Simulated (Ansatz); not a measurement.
Crystal: Sb.

```xyz
1
Lattice="3.1600 0.0000 0.0000 0.0000 3.1600 0.0000 0.0000 0.0000 3.1600" Properties=species:S:1:pos:R:3 pbc="T T T"
Sb    0.0000    0.0000    0.0000
```

This isn't the form of Sb at room conditions, which is rhombohedral.

- Program: Ansatz 0.2.0
- Task: relaxation of cell and atoms
- Functional: PBE
- Potentials or basis: Ansatz PAW
- Cutoff: 420 eV (not typed: the program's choice for these potentials)
- k mesh: 8 × 8 × 8
- Occupations: fermi-dirac, width 0.05 eV
- Spin: no spin polarisation

At the start: volume 31.55 Å³/atom.

Task: How do energy, volume and symmetry change on relaxing?

Result: It ends after 5 steps and the volume is 30.20 Å³/atom (-4.3 %); space group Pm-3m (No. 221, to 0.05 Å).

The path:
```tsv
step	energy change (eV)	largest force (eV/Å)	volume (Å³)
1	0.0000	0.0000	31.55
2	-0.0088	0.0000	29.71
3	-0.0101	0.0000	30.25
4	-0.0102	0.0000	30.20
5	-0.0099	0.0000	30.20
```

Final structure:
```yaml
crystal:
  lattice:
    - [3.11427, 0.00000, 0.00000]
    - [0.00000, 3.11427, 0.00000]
    - [0.00000, 0.00000, 3.11427]
  atoms:
    - { symbol: Sb, position: [0.00000, 0.00000, 0.00000] }
```

Caveat: the plane-wave basis is chosen anew once the cell has moved, so the energies of steps on either side of that aren't comparable.
